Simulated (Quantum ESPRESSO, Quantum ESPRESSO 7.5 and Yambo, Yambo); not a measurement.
## AlAs (F-43m): G0W0 on several meshes in Yambo

How does the mesh move the gap of AlAs (F-43m)?

Calculated with Quantum ESPRESSO 7.5 and Yambo 5.3.0; PBE and many-body steps on it, plane waves.

Report form: the programs' logs are mostly left out.

## Step 1: Starting point

Symmetry: F-43m, No. 216, cubic system. The conventional cell has a = 5.661 Å, b = 5.661 Å, c = 5.661 Å, α = 90.00°, β = 90.00°, γ = 90.00°. Nearest to Al lie 4 As at 2.45 Å. As has 4 Al at 2.45 Å nearest. Farther neighbours are not listed.

The cell and positions come from the Crystallography Open Database and are kept as given unless a step says otherwise.

## Step 2: Empty states on the mesh, 4×4×4 mesh, 548 bands

This step: Quantum ESPRESSO 7.5; DFT, PBE, plane waves, norm-conserving pseudopotentials.

The sums over transitions need many empty states on a uniform mesh; this step solves for them.

Contents of pw.in:

```
&control
  calculation = 'nscf'
  prefix = 'x'
  outdir = 'o'
  pseudo_dir = 'pseudo'
/
&system
  ibrav = 0
  nat = 2
  ntyp = 2
  ecutwfc = 100.0
  nbnd = 548
  force_symmorphic = .true.
/
&electrons
  conv_thr = 1e-9
  electron_maxstep = 80
  diago_full_acc = .true.
  diago_thr_init = 5e-6
/
ATOMIC_SPECIES
  Al 26.982 Al.upf
  As 74.922 As.upf
CELL_PARAMETERS angstrom
  0.0000000000 2.8304000000 2.8304000000
  2.8304000000 0.0000000000 2.8304000000
  2.8304000000 2.8304000000 -0.0000000000
ATOMIC_POSITIONS crystal
  Al 0.0000000000 0.0000000000 0.0000000000
  As 0.2500000000 0.2500000000 0.2500000000
K_POINTS automatic
  4 4 4 0 0 0
```

Started as:

```sh
> OMP_NUM_THREADS=1 mpirun -n 8 pw.x -nk 4 -in pw.in > pw.out
```

It took 1.9 min on 8 MPI ranks of Arm Neoverse V1, shared host; peak memory 1.7 GiB.

This step gave:

```yaml
gap: 1.438 eV
k_of_the_valence_top: 0, 0, 0
k_of_the_conduction_bottom: 0, -0.5, -0.5
least_direct_gap: 2.050 eV
k_points_computed: 8
lowest_point_of_the_top_converged_band_above_the_valence_top: 286.8602 eV
```

On this mesh the gap is 1.438 eV.

The density comes from a self-consistent run that is not shown.

## Step 3: Conversion and set-up

This step: Yambo 5.3.0; conversion and set-up on PBE, plane waves, norm-conserving pseudopotentials.

The states are converted to the many-body program's format and the q mesh is built.

Started as:

```sh
> (cd o/x.save; p2y > p2y.log; mv SAVE ../..); yambo > setup.log
```

Wall time 4.2 s (1 MPI rank); peak memory 0.25 GiB.

## Step 4: 4×4×4

G0W0 replaces the xc potential by the self-energy, built once from these orbitals. Only a window of levels is corrected, while the sums run over the empty bands that the input names.

This step: G0W0 on PBE, plane waves, norm-conserving pseudopotentials.

Contents of gw2.in:

```
HF_and_locXC
gw0
dyson
ppa
em1d
rim_cut
RandQpts= 1000000
RandGvec= 1 RL
EXXRLvcs= 100 Ry
VXCRLvcs= 400 Ry
Chimod= "HARTREE"
% BndsRnXp
 1 | 231 |
%
NGsBlkXp= 17 Ry
% LongDrXp
 1 | 1 | 1 |
%
% GbndRnge
 1 | 231 |
%
DysSolver= "n"
ExtendOut
PPAPntXp= 27.21138 eV
% QPkrange
 1 | 1 | 12 | 15 |
 7 | 7 | 12 | 15 |
%
```

Started as:

```sh
> OMP_NUM_THREADS=1 mpirun -n 8 yambo -F gw2.in -J gw2 -C gw2 > gw2.log
```

Wall time 6.2 min (8 MPI ranks); peak memory 4 GiB.

This step gave:

| Quantity | Value |
| --- | --- |
| G0W0 gap on the points computed | 2.048 eV |
| starting gap on the mesh | 1.438 eV |
| k of the valence top | 0, 0, 0 |
| k of the conduction bottom | 0, -0.5, -0.5 |
| least direct G0W0 gap on the computed points | 2.845 eV |
| Z at the valence top | 0.7873 |
| Z at the conduction bottom | 0.8044 |

The gap on the mesh goes from 1.44 eV to 2.05 eV, a correction of +0.61 eV.

## Step 5: Empty states on the mesh, 2×2×2 mesh, 231 bands

This step: Quantum ESPRESSO 7.5; DFT, PBE, plane waves, norm-conserving pseudopotentials.

pw.in, as its differences from that of step 2:

```diff
@@ -11,3 +11,3 @@
   ecutwfc = 100.0
-  nbnd = 548
+  nbnd = 231
   force_symmorphic = .true.
@@ -31,2 +31,2 @@
 K_POINTS automatic
-  4 4 4 0 0 0
+  2 2 2 0 0 0
```

Started as:

```sh
> OMP_NUM_THREADS=1 mpirun -n 8 pw.x -nk 4 -in pw.in > pw.out
```

It took 9.5 s on 8 MPI ranks; peak memory 0.7 GiB; 68 s of CPU time.

This step gave:

```yaml
gap: 1.438 eV
k_of_the_valence_top: 0, 0, 0
k_of_the_conduction_bottom: 0, -0.5, -0.5
least_direct_gap: 2.050 eV
k_points_computed: 3
lowest_point_of_the_top_converged_band_above_the_valence_top: 153.2794 eV
```

On this mesh the gap is 1.438 eV.

## Step 6: Conversion and set-up

This step: Yambo 5.3.0; conversion and set-up on PBE, plane waves, norm-conserving pseudopotentials.

Started as:

```sh
> (cd o/x.save; p2y > p2y.log; mv SAVE ../..); yambo > setup.log
```

The job ended after 3 s (1 MPI rank; peak memory 0.25 GiB).

## Step 7: 2×2×2

This step: G0W0 on PBE, plane waves, norm-conserving pseudopotentials.

gw11.in, as its differences from gw2.in of step 4:

```diff
@@ -26,3 +26,3 @@
  1 | 1 | 12 | 15 |
- 7 | 7 | 12 | 15 |
+ 3 | 3 | 12 | 15 |
 %
```

Started as:

```sh
> OMP_NUM_THREADS=1 mpirun -n 8 yambo -F gw11.in -J gw11 -C gw11 > gw11.log
```

Wall time 25 s (8 MPI ranks); peak memory 2.9 GiB; 2.8 min of CPU time.

This step gave:

* G0W0 gap on the points computed: 1.957 eV
* starting gap on the mesh: 1.438 eV
* k of the valence top: 0, 0, 0
* k of the conduction bottom: 0, -0.5, -0.5
* least direct G0W0 gap on the computed points: 2.871 eV
* Z at the valence top: 0.8003
* Z at the conduction bottom: 0.8178

Against G0W0 in Yambo (4×4×4 mesh, 231 bands, screening to 231.3 eV, Godby-Needs plasmon pole), the gap moves by −0.090 eV.

## Step 8: The runs together

Times are wall times on 8 MPI ranks of Arm Neoverse V1, shared host, good to a factor of about two.

| run | mesh | bands | screening cutoff (eV) | DFT gap (eV) | gap on the mesh (eV) | direct (eV) | time |
| --- | --- | --- | --- | --- | --- | --- | --- |
| 4×4×4 | 4×4×4 | 231 | 231.3 | 1.438 | 2.048 | 2.845 | 6.2 min |
| 2×2×2 | 2×2×2 | 231 | 231.3 | 1.438 | 1.957 | 2.871 | 25 s |

## Step 9: Summary of results

| Item | Value |
| --- | --- |
| 4×4×4 | 2.048 eV |
| 2×2×2 | 1.957 eV |
| known limits | not at the basis limit; no spin-orbit coupling; coarse k mesh |

What this shows: 2×2×2: −0.090 eV against 4×4×4. Bands and cutoff are finite, so the gap is not at the basis limit. The miss can reach some tenths of an eV and take either sign; the mesh is an error of its own. In the G0W0 runs levels were corrected at 2 k points alone, so a gap called «on the mesh» is the least over those, and an edge elsewhere would be missed. The 4×4×4 mesh is coarse for this cell, which bears on the long-range parts of exchange and screening. Mesh or cutoff lie under what a gap needs, so these runs test behaviour and cost; their gaps are not to be quoted. The many-body steps are scalar-relativistic: spin-orbit coupling is not in them.

[Paths, hosts, dates, memory and timing lines, banners, echoed tables and standing remarks are left out of the program output.]

[Logs are printed without paths, hosts, clocks, repeated set-up lines and the standing remarks that a program may print on its own settings, such as how far it seeks lower states.]

[Runs of the session that timed out or met a known fault of the program may be left out.]

[Hosts, paths, dates, database ids (printed as entryN), source tags and the programs' standing remarks are cut or masked in the printed files.]
